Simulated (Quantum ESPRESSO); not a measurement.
# NaI (Fm-3m) in Quantum ESPRESSO: further runs

One crystal, NaI, is run at these levels: LDA, PBE, AM05, PW91, revPBE; tasks: phonons.

Program: Quantum ESPRESSO 7.5. These are calculated values, not measurements. Logs are shortened: lines on timing, memory, paths and dates and some standing lists are left out, and cuts for length are marked.

**Measured values to compare with.**

From a printed reference work, monograph, for a bulk crystal of NaI: high-frequency dielectric constant 3.01.

The runs below are set against these values where they give the same quantity.

### Step 1. Starting point

It takes space group Fm-3m (No. 225, cubic). The conventional cell has a = 6.473 Å, b = 6.473 Å, c = 6.473 Å, α = 90.00°, β = 90.00°, γ = 90.00°. I (site symmetry m-3m) has 6 Na at 3.24 Å as nearest neighbours. Na (site symmetry m-3m) is surrounded by 6 I at 3.24 Å.

### Step 2. Phonons, LDA

pw.in reads:

```
&CONTROL
  calculation = 'scf'
  prefix = 'pwscf'
  outdir = './tmp'
  pseudo_dir = './pseudo'
  tprnfor = .true.
  tstress = .true.
  disk_io = 'low'
/
&SYSTEM
  ibrav = 0
  nat = 2
  ntyp = 2
  ecutwfc = 88
  nbnd = 14
  occupations = 'smearing'
  smearing = 'fd'
  degauss = 0.00367493
/
&ELECTRONS
  conv_thr = 4d-10
  electron_maxstep = 120
  mixing_beta = 0.5
/
ATOMIC_SPECIES
I    126.9045 I.upf
Na    22.9898 Na.upf
CELL_PARAMETERS bohr
   0.0000000000    6.1159096297    6.1159096297
   6.1159096297    0.0000000000    6.1159096297
   6.1159096297    6.1159096297    0.0000000000
ATOMIC_POSITIONS bohr
I      6.1159096297    6.1159096297    6.1159096297
Na     0.0000000000    0.0000000000    0.0000000000
K_POINTS automatic
4 4 4 1 1 1
```

relax.in reads:

```
&CONTROL
  calculation = 'vc-relax'
  prefix = 'pwscf'
  outdir = './tmp'
  pseudo_dir = './pseudo'
  tprnfor = .true.
  tstress = .true.
  disk_io = 'low'
  nstep = 40
  forc_conv_thr = 0.0001
  etot_conv_thr = 1d-06
/
&SYSTEM
  ibrav = 0
  nat = 2
  ntyp = 2
  ecutwfc = 88
  nbnd = 14
  occupations = 'smearing'
  smearing = 'fd'
  degauss = 0.00367493
/
&ELECTRONS
  conv_thr = 4d-10
  electron_maxstep = 120
  mixing_beta = 0.5
/
&IONS
  ion_dynamics = 'bfgs'
/
&CELL
  cell_dynamics = 'bfgs'
  press = 0
  press_conv_thr = 0.2
/
ATOMIC_SPECIES
I    126.9045 I.upf
Na    22.9898 Na.upf
CELL_PARAMETERS bohr
   0.0000000000    6.1159096297    6.1159096297
   6.1159096297    0.0000000000    6.1159096297
   6.1159096297    6.1159096297    0.0000000000
ATOMIC_POSITIONS bohr
I      6.1159096297    6.1159096297    6.1159096297
Na     0.0000000000    0.0000000000    0.0000000000
K_POINTS automatic
4 4 4 1 1 1
```

scf2.in reads:

```
&CONTROL
  calculation = 'scf'
  prefix = 'pwscf'
  outdir = './tmp'
  pseudo_dir = './pseudo'
  tprnfor = .true.
  tstress = .true.
  disk_io = 'low'
/
&SYSTEM
  ibrav = 0
  nat = 2
  ntyp = 2
  ecutwfc = 88
  nbnd = 14
  occupations = 'fixed'
/
&ELECTRONS
  conv_thr = 1d-13
  electron_maxstep = 120
  mixing_beta = 0.5
  startingpot = 'file'
  startingwfc = 'file'
/
ATOMIC_SPECIES
I    126.9045 I.upf
Na    22.9898 Na.upf
CELL_PARAMETERS bohr
   0.0000000000    5.9170073794    5.9170073794
   5.9170073794    0.0000000000    5.9170073794
   5.9170073794    5.9170073794    0.0000000000
ATOMIC_POSITIONS bohr
I      5.9170073794    5.9170073794    5.9170073794
Na     0.0000000000    0.0000000000    0.0000000000
K_POINTS automatic
4 4 4 1 1 1
```

ph.in reads:

```
phonons of NaI
&INPUTPH
  prefix = 'pwscf'
  outdir = './tmp'
  tr2_ph = 1d-18
  fildyn = 'dyn'
  niter_ph = 90
  alpha_mix(1) = 0.7
  epsil = .true.
/
0.0000000000 0.0000000000 0.0000000000
```

dynmat.in reads:

```
&INPUT
  fildyn = 'dyn'
  asr = 'crystal'
  lperm = .true.
  filout = 'dynmat.disp'
  fileig = 'dynmat.eig'
/
```

dynmat_lo.in reads:

```
&INPUT
  fildyn = 'dyn'
  asr = 'crystal'
  filout = 'dynmat_lo.disp'
  fileig = 'dynmat_lo.eig'
  q(1) = 0
  q(2) = 0
  q(3) = 1
/
```

Potentials or basis: PseudoDojo 0.4.1 SR LDA standard.

Run with:

```sh
$ OMP_NUM_THREADS=1 mpirun -n 4 pw.x -nk 2 -in pw.in > pw.out
$ OMP_NUM_THREADS=1 mpirun -n 4 pw.x -nk 2 -in relax.in > relax.out
$ OMP_NUM_THREADS=1 mpirun -n 4 pw.x -nk 2 -in scf2.in > scf2.out
$ OMP_NUM_THREADS=1 mpirun -n 4 ph.x -nk 2 -in ph.in > ph.out
$ OMP_NUM_THREADS=1 mpirun -n 1 dynmat.x -in dynmat.in > dynmat.out
$ OMP_NUM_THREADS=1 mpirun -n 1 dynmat.x -in dynmat_lo.in > dynmat_lo.out
```

pw.out:

```text
This program is part of the open-source Quantum ESPRESSO suite
     for quantum simulation of materials; please cite
[... 6 lines left out ...]
     using ibrav=0 with symmetry is DISCOURAGED, use correct ibrav instead

     K-points division:     npool     =       2
     Subspace diagonalization in iterative solution of the eigenvalue problem:
     a serial algorithm will be used

     --------------------
     sticks:   dense  smooth     PW     G-vecs:    dense   smooth      PW
     Min         906     906    255                25554    25554    3898
     Max         907     907    256                25555    25555    3901
     Sum        1813    1813    511                51109    51109    7799

     Using Slab Decomposition

     bravais-lattice index     =            0
     lattice parameter (alat)  =       8.6492  a.u.
     unit-cell volume          =     457.5233 (a.u.)^3
     number of atoms/cell      =            2
     number of atomic types    =            2
     number of electrons       =        16.00
     number of Kohn-Sham states=           14
     kinetic-energy cutoff     =      88.0000  Ry
     charge density cutoff     =     352.0000  Ry
     scf convergence threshold =      4.0E-10
     mixing beta               =       0.5000
     number of iterations used =            8  plain     mixing
     Exchange-correlation= SLA  PW   NOGX NOGC
                           (   1   4   0   0   0   0   0)

     celldm(1)=   8.649202  celldm(2)=   0.000000  celldm(3)=   0.000000
     celldm(4)=   0.000000  celldm(5)=   0.000000  celldm(6)=   0.000000

     crystal axes: (cart. coord. in units of alat)
               a(1) = (   0.000000   0.707107   0.707107 )
               a(2) = (   0.707107   0.000000   0.707107 )
               a(3) = (   0.707107   0.707107   0.000000 )

     reciprocal axes: (cart. coord. in units 2 pi/alat)
               b(1) = ( -0.707107  0.707107  0.707107 )
               b(2) = (  0.707107 -0.707107  0.707107 )
               b(3) = (  0.707107  0.707107 -0.707107 )

     PseudoPot. # 1 for I  read from file:
     I.upf
     Pseudo is Norm-conserving + core correction, Zval =  7.0
     Generated using ONCVPSP code by D. R. Hamann
     Using radial grid of 1182 points,  6 beta functions with:
                l(1) =   0
                l(2) =   0
                l(3) =   1
                l(4) =   1
                l(5) =   2
                l(6) =   2

     PseudoPot. # 2 for Na read from file:
     Na.upf
     Pseudo is Norm-conserving, Zval =  9.0
     Generated using ONCVPSP code by D. R. Hamann
     Using radial grid of 1968 points,  4 beta functions with:
                l(1) =   0
                l(2) =   0
                l(3) =   1
                l(4) =   1

     atomic species   valence    mass     pseudopotential
     I                 7.00   126.90450     I ( 1.00)
     Na                9.00    22.98980     Na( 1.00)

     48 Sym. Ops., with inversion, found

   Cartesian axes

     site n.     atom                  positions (alat units)
         1        I      tau(   1) = (   0.7071068   0.7071068   0.7071068  )
         2        Na     tau(   2) = (   0.0000000   0.0000000   0.0000000  )

     number of k points=    10  Fermi-Dirac smearing, width (Ry)=  0.0037
                       cart. coord. in units 2pi/alat
        k(    1) = (   0.0883883   0.0883883   0.0883883), wk =   0.0625000
        k(    2) = (   0.2651650   0.2651650  -0.0883883), wk =   0.1875000
        k(    3) = (  -0.2651650  -0.2651650   0.4419417), wk =   0.1875000
        k(    4) = (  -0.0883883  -0.0883883   0.2651650), wk =   0.1875000
        k(    5) = (   0.4419417   0.0883883   0.0883883), wk =   0.1875000
        k(    6) = (  -0.0883883  -0.4419417   0.6187184), wk =   0.3750000
        k(    7) = (   0.0883883  -0.2651650   0.4419417), wk =   0.3750000
        k(    8) = (  -0.6187184   0.0883883   0.0883883), wk =   0.1875000
        k(    9) = (   0.2651650   0.2651650   0.2651650), wk =   0.0625000
        k(   10) = (  -0.2651650  -0.2651650   0.7954951), wk =   0.1875000

     Dense  grid:    51109 G-vectors     FFT dimensions: (  54,  54,  54)

     Initial potential from superposition of free atoms

     starting charge      15.9944, renormalised to      16.0000
     Starting wfcs are    9 randomized atomic wfcs +    5 random wfcs

     Self-consistent Calculation

     iteration #  1     ecut=    88.00 Ry     beta= 0.50
     Davidson diagonalization with overlap
     ethr =  1.00E-02,  avg # of iterations =  6.5

     Threshold (ethr) on eigenvalues was too large:
     Diagonalizing with lowered threshold

     Davidson diagonalization with overlap
     ethr =  1.04E-04,  avg # of iterations =  4.4

     total energy              =    -117.44072514 Ry
     estimated scf accuracy    <       0.01640419 Ry

     iteration #  2     ecut=    88.00 Ry     beta= 0.50
     Davidson diagonalization with overlap
     ethr =  1.03E-04,  avg # of iterations =  2.0

     total energy              =    -117.44288025 Ry
     estimated scf accuracy    <       0.00108315 Ry

     iteration #  3     ecut=    88.00 Ry     beta= 0.50
     Davidson diagonalization with overlap
     ethr =  6.77E-06,  avg # of iterations =  2.7

     total energy              =    -117.44289730 Ry
     estimated scf accuracy    <       0.00018555 Ry

     iteration #  4     ecut=    88.00 Ry     beta= 0.50
     Davidson diagonalization with overlap
     ethr =  1.16E-06,  avg # of iterations =  2.8

     total energy              =    -117.44290306 Ry
     estimated scf accuracy    <       0.00000043 Ry

     iteration #  5     ecut=    88.00 Ry     beta= 0.50
     Davidson diagonalization with overlap
     ethr =  2.69E-09,  avg # of iterations =  2.9

     total energy              =    -117.44290341 Ry
     estimated scf accuracy    <       0.00000015 Ry

     iteration #  6     ecut=    88.00 Ry     beta= 0.50
     Davidson diagonalization with overlap
     ethr =  9.11E-10,  avg # of iterations =  2.0

     total energy              =    -117.44290342 Ry
     estimated scf accuracy    <       0.00000002 Ry

     iteration #  7     ecut=    88.00 Ry     beta= 0.50
     Davidson diagonalization with overlap
     ethr =  1.37E-10,  avg # of iterations =  2.0

     End of self-consistent calculation

          k = 0.0884 0.0884 0.0884 (  6360 PWs)   bands (ev):

   -48.3765 -20.8759 -20.8751 -20.8751  -9.5468   1.0540   1.4953   1.4953
     5.4118   8.9907   9.5346   9.5346  10.8083  10.8083

          k = 0.2652 0.2652-0.0884 (  6376 PWs)   bands (ev):

   -48.3765 -20.8785 -20.8760 -20.8752  -9.3746  -0.0431   1.0406   1.3763
     6.7664   8.7759   8.8291   9.3684  10.6902  12.5382

          k =-0.2652-0.2652 0.4419 (  6375 PWs)   bands (ev):

   -48.3765 -20.8802 -20.8759 -20.8757  -9.2675  -0.5795   1.0041   1.1774
     6.8147   8.2249   9.1867   9.9517  11.9576  12.9856

          k =-0.0884-0.0884 0.2652 (  6365 PWs)   bands (ev):

   -48.3765 -20.8772 -20.8756 -20.8754  -9.4488   0.4138   1.2827   1.3056
     6.3422   8.3575   9.0812   9.8986  10.4415  11.6410

          k = 0.4419 0.0884 0.0884 (  6367 PWs)   bands (ev):

   -48.3765 -20.8785 -20.8763 -20.8762  -9.3106  -0.0971   0.9136   1.0139
     6.6874   7.6705   8.9739  10.6027  11.5146  12.9465

          k =-0.0884-0.4419 0.6187 (  6395 PWs)   bands (ev):

   -48.3764 -20.8788 -20.8776 -20.8765  -9.2075  -0.1681   0.3013   0.8051
     6.9430   8.1966   9.1894  10.2284  12.1109  13.4298

          k = 0.0884-0.2652 0.4419 (  6378 PWs)   bands (ev):

   -48.3765 -20.8792 -20.8767 -20.8758  -9.2745  -0.2815   0.6829   1.1127
     7.3536   7.9524   8.7873   9.8962  11.6529  13.4916

          k =-0.6187 0.0884 0.0884 (  6377 PWs)   bands (ev):

   -48.3764 -20.8790 -20.8771 -20.8766  -9.2137  -0.3181   0.6151   0.8416
     6.1503   7.2930  10.3870  11.4379  12.2020  14.1216

          k = 0.2652 0.2652 0.2652 (  6381 PWs)   bands (ev):

   -48.3765 -20.8798 -20.8754 -20.8754  -9.3270  -0.4572   1.2944   1.2944
     6.4159   9.0013   9.0013   9.6177  11.4880  12.2805

          k =-0.2652-0.2652 0.7955 (  6384 PWs)   bands (ev):

   -48.3764 -20.8793 -20.8773 -20.8758  -9.2316  -0.3063   0.3772   1.0944
     7.1430   8.2284   9.5419   9.7615  11.7690  12.2788

     the Fermi energy is     2.7157 ev

!    total energy              =    -117.44290342 Ry
     estimated scf accuracy    <          2.3E-10 Ry
     smearing contrib. (-TS)   =      -0.00000000 Ry
     internal energy E=F+TS    =    -117.44290342 Ry

     The total energy is F=E-TS. E is the sum of the following terms:
     one-electron contribution =     -78.88135146 Ry
     hartree contribution      =      42.71146332 Ry
     xc contribution           =     -21.31967575 Ry
     ewald contribution        =     -59.95333953 Ry

     convergence has been achieved in   7 iterations

     Forces acting on atoms (cartesian axes, Ry/au):

     atom    1 type  1   force =     0.00000000   -0.00000000    0.00000000
     atom    2 type  2   force =     0.00000000    0.00000000   -0.00000000

     Total force =     0.000000     Total SCF correction =     0.000000

     Computing stress (Cartesian axis) and pressure

          total   stress  (Ry/bohr**3)                   (kbar)     P=      -16.17
  -0.00010991   0.00000000  -0.00000000          -16.17        0.00       -0.00
   0.00000000  -0.00010991   0.00000000            0.00      -16.17        0.00
   0.00000000   0.00000000  -0.00010991            0.00        0.00      -16.17

=------------------------------------------------------------------------------=
   JOB DONE.
=------------------------------------------------------------------------------=
```

Run time: 80 s. Hardware: 4 MPI ranks of AMD EPYC 7R32 (Zen 2), shared host; peak memory 0.36 GiB.

Results:

| Quantity | Value |
| --- | --- |
| Free energy | -1597.9275 eV |
| Relaxed volume | 30.70 Å³/atom |
| Relaxed cell | a = 4.428 Å, b = 4.428 Å, c = 4.428 Å, α = 60.00°, β = 60.00°, γ = 60.00° |
| Space group after relaxing (to 0.05 Å) | Fm-3m (No. 225) |
| Pressure after relaxing | 0.0 GPa |
| Electronic dielectric tensor (diagonal) | 3.64 |
| Born charges (mean of the diagonal) | I -1.17; Na +1.17 e |
| Highest phonon frequency at Γ, LO-TO splitting left out | 131 cm⁻¹ |
| Static dielectric tensor (diagonal) | 6.93 |

Step by step:
| step | energy change (eV) | largest force (eV/Å) | pressure (GPa) | volume (Å³) |
| --- | --- | --- | --- | --- |
| 1 | 0.0000 | 0.0000 | -1.62 | 67.80 |
| 2 | -0.0055 | 0.0000 | -1.51 | 67.24 |
| 3 | -0.0129 | 0.0000 | -1.35 | 66.41 |
| 4 | -0.0222 | 0.0000 | -1.07 | 65.18 |
| 5 | -0.0318 | 0.0000 | -0.60 | 63.36 |
| 6 | -0.0356 | 0.0000 | 0.08 | 61.15 |
| 7 | -0.0356 | 0.0000 | -0.01 | 61.41 |
| 8 | -0.0356 | 0.0000 | 0.00 | 61.40 |

Final structure:
```
I Na
1.0
     0.00000    3.13115    3.13115
     3.13115    0.00000    3.13115
     3.13115    3.13115    0.00000
I Na
1 1
Direct
  0.50000 0.50000 0.50000
  0.00000 0.00000 0.00000
```

Phonon frequencies in cm⁻¹ (negative: imaginary):
```tsv
q point	frequencies
(0.000, 0.000, 0.000)	4 4 4 131 131 131
```

Electronic dielectric tensor:
```
3.64 0.00 0.00
0.00 3.64 0.00
0.00 0.00 3.64
```

Born effective charge tensors (e):
atom 1, I
```
-1.17  0.00  0.00
 0.00 -1.17  0.00
 0.00  0.00 -1.17
```
atom 2, Na
```
1.17 0.00 0.00
0.00 1.17 0.00
0.00 0.00 1.17
```

Optical modes at Γ, degenerate ones joined, polar ones without the macroscopic field:
```
cm⁻¹  components  symmetry  active in  IR intensity, summed ((D/Å)²/amu)
 130           3       T1u         IR                               4.85
```

Zone-centre frequencies without and with the macroscopic field along z (cm⁻¹):
|  | optical modes in rising order |
| --- | --- |
| without | 130 130 130 |
| with the field | 130 130 180 |

Static dielectric tensor, electrons and zone-centre modes:
```
6.93 0.00 0.00
0.00 6.93 0.00
0.00 0.00 6.93
```

Spin-orbit coupling is left out, which matters for the levels of I.

(Continued in part 2 of 4.)
